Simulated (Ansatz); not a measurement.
## Fitting the LDA energy curve of CeO2

Space group Fm-3m (No. 225). a = 5.407 Å, b = 5.407 Å, c = 5.407 Å, α = 90.00°, β = 90.00°, γ = 90.00°
| atom | site | symmetry | x | y | z |
| --- | --- | --- | --- | --- | --- |
| Ce | 4a | m-3m | 0.0000 | 0.0000 | 0.0000 |
| O | 8c | -43m | 0.2500 | 0.2500 | 0.7500 |

The cell was scaled at fixed shape and fractions and run with Ansatz, Ansatz PAW, cutoff 420 eV; LDA, k mesh 9 × 9 × 9 on the cell of 3 atoms, fermi-dirac occupations of 0.05 eV, non-collinear spin, ferromagnetic start, spin-orbit coupling. The potentials were made for PBE. Energies are those that the program minimises, any entropy of the smearing included. The magnetic state is the one that the start led to, which needn't be the lowest. Plain semilocal runs treat an open f shell poorly.

```tsv
V (Å³/atom)	energy over the lowest row (meV/atom)
12.3848	9.59
12.6483	?
12.9118	0.00
13.1753	5.57
13.4388	17.30
13.7023	34.39
13.9658	56.16
```

Q: Fit the third-order Birch-Murnaghan form, give V0, B0 and B′, and predict the energy left open.

A: With y = (V0/V)^(2/3), E = E0 + (9 V0 B0/16) [(y - 1)³ B′ + (y - 1)² (6 - 4y)]. Least squares through the rows shown give V0 = 12.8182 Å³/atom, E0 = -0.48 meV, B0 = 206.8 GPa (1 eV/Å³ = 160.218 GPa) and B′ = 4.51, with a largest miss of 0.05 meV. At V = 12.6483 the form with these constants gives 1.01 meV; the run gave 1.04 meV an atom.
